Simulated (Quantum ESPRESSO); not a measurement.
CoO:

```xyz
2
Lattice="-1.5080 1.5080 2.1073 1.5080 -1.5080 2.1073 1.5080 1.5080 -2.1073" Properties=species:S:1:pos:R:3 pbc="T T T"
Co    0.0000    0.0000    0.0000
O     0.0000    0.0000    2.1073
```

Base run:

| Property | Result |
| --- | --- |
| Program | Quantum ESPRESSO 7.5 |
| Functional | RPBE |
| Potentials or basis | PseudoDojo 0.4.1 SR PBEsol standard |
| Cutoff | 1306 eV |
| Density cutoff | 5225 eV |
| k mesh | 9 × 9 × 9 |
| Occupations | gaussian, width 0.05 eV |
| Spin | collinear spin, ferromagnetic start |
| Starting moments | [3.0, 0.0] μB |
| Hubbard terms | Co d U = 2 eV |

Its results: band gap on the k mesh none (metal or under the smearing width); pressure 7.1 GPa; net moment 3.00 μB per cell; site moments Co +2.58; O +0.31 μB.

Q: After a change of settings the same cell gave: band gap on the k mesh none (metal or under the smearing width); pressure 0.6 GPa; net moment 3.00 μB per cell; site moments Co +2.56; O +0.32 μB. Which change was it?
A. functional from RPBE to revPBE
B. functional from RPBE to PBEsol
C. functional from RPBE to PW91
D. functional from RPBE to LDA

A: C.

PW91 binds more tightly than RPBE, so the same cell stands under less pressure.

Caveats: the potentials were made for another functional, which shifts forces and pressure; a cell with one magnetic atom can't hold antiferromagnetic order, which such compounds often take.
